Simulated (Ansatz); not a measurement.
MgO (h-MgO type), relaxed with r2SCAN: space group P6_3/mmc (No. 194), hexagonal; a = 3.484 Å, c = 4.185 Å in the conventional setting, 11.00 Å³ an atom. Mg is surrounded by 5 O at 2.01–2.09 Å; O is surrounded by 5 Mg at 2.01–2.09 Å. One-shot G0W0@r2SCAN in the PAW code Ansatz on a 6×6×4 mesh (contour deformation, no spin-orbit coupling), from an r2SCAN gap of 4.094 eV over the mesh points (the G0W0 gap is direct on the mesh); the number N of bands summed and the screening cutoff rise together. No spin polarisation and no zero-point or thermal motion; the cell was built from a prototype and may be hypothetical.

| N | cutoff (eV) | 1000/N | G0W0 gap (eV) |
| --- | --- | --- | --- |
| 87 | 80 | 11.494 | 5.688 |
| 181 | 140 | 5.525 | 5.947 |

**Question.** Lay a straight line in 1000/N through these rows.

**Answer.** The slope is -0.0434 eV per unit of 1000/N and the intercept 6.187 eV.

**Question.** Predict the gap at N = 320 (210 eV).

**Answer.** 6.187 + (-0.0434) × 3.125 = 6.051 eV; the run gives 6.112 eV, +0.061 eV from the line.

**Question.** With that run's result added, what limit do the last two rows suggest?

**Answer.** Their slope is (6.112 − 5.947)/(3.125 − 5.525) = -0.0688, which meets 1/N = 0 at 6.33 eV, against 6.187 eV from the first line. The slope steepens, so 1/N isn't yet asymptotic and the true limit probably lies higher still; the k mesh isn't extrapolated.
